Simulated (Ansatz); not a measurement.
# AlCu3: the cost of one run

Computed with Ansatz 0.2.0 (DFT r2SCAN, scalar-relativistic, plane waves, PAW, unless a step's input says otherwise).

1 further run of the same task is left out (set aside as unsound or not needed).

**1. The system as given**

The structure is orthorhombic, space group Pmmn (No. 59). Conventional cell: a = 4.188 Å, b = 5.130 Å, c = 4.485 Å, α = 90.00°, β = 90.00°, γ = 90.00°. Al (site symmetry mm2) is surrounded by 12 Cu at 2.57 to 2.59 Å. Cu (site symmetry mm2) is surrounded by 4 Al at 2.57 Å and 8 Cu at 2.57 to 2.59 Å. Around Cu (site symmetry m) lie 8 Cu at 2.56 to 2.59 Å and 4 Al at 2.57 to 2.59 Å.

As a file:

```
Al Cu
1.0
     4.18817    0.00000    0.00000
     0.00000    5.12997    0.00000
     0.00000    0.00000    4.48507
Al Cu
2 6
Direct
  0.00000 0.00000 0.66446
  0.50000 0.50000 0.33554
  0.00000 0.50000 0.66717
  0.50000 0.00000 0.33283
  0.00000 0.25090 0.16382
  0.00000 0.74910 0.16382
  0.50000 0.24910 0.83618
  0.50000 0.75090 0.83618
```

It goes back to an entry of the Materials Project, which need not be the stable form.

It is the result of an earlier relaxation at this level (volume 12.05 Å³/atom; gap on the mesh: none (metal)).

**2. Zero of the scan**

input.yaml

```yaml
crystal:
  lattice:
    - [4.1881747667, 0.0, 0.0]
    - [0.0, 5.1299665431, 0.0]
    - [0.0, 0.0, 4.485072289]
  atoms:
    - { symbol: Al, position: [0.0, 0.0, 0.6644633989] }
    - { symbol: Al, position: [0.5, 0.5, 0.3355366011] }
    - { symbol: Cu, position: [0.0, 0.5, 0.6671697459] }
    - { symbol: Cu, position: [0.5, 0.0, 0.3328302541] }
    - { symbol: Cu, position: [0.0, 0.2509049982, 0.1638238795] }
    - { symbol: Cu, position: [0.0, 0.7490950018, 0.1638238795] }
    - { symbol: Cu, position: [0.5, 0.2490950018, 0.8361761205] }
    - { symbol: Cu, position: [0.5, 0.7509049982, 0.8361761205] }
basis:
  ecutwfc: 500
kpoints:
  mp_grid: { grid: [8, 8, 8] }
hamiltonian:
  xc: r2scan
scf:
  occupations: { method: gaussian, width: 0.15 }
output:
  forces: true
  stress: true
  eigenvalues: true
  write_density: true
  write_potential: true
  elf: true
  volumetric_format: npy
```

Command:

```bash
> ansatz run input.yaml --threads 2 --pin off --max-ram 5120MiB --backend cpu --events-out ev --progress --plain --runs-dir out
```

Q: Estimate wall time and peak memory on 2 threads of AMD EPYC 9R45 (Zen 5), shared host.

About 24 s, with a peak of 1.1 GiB.
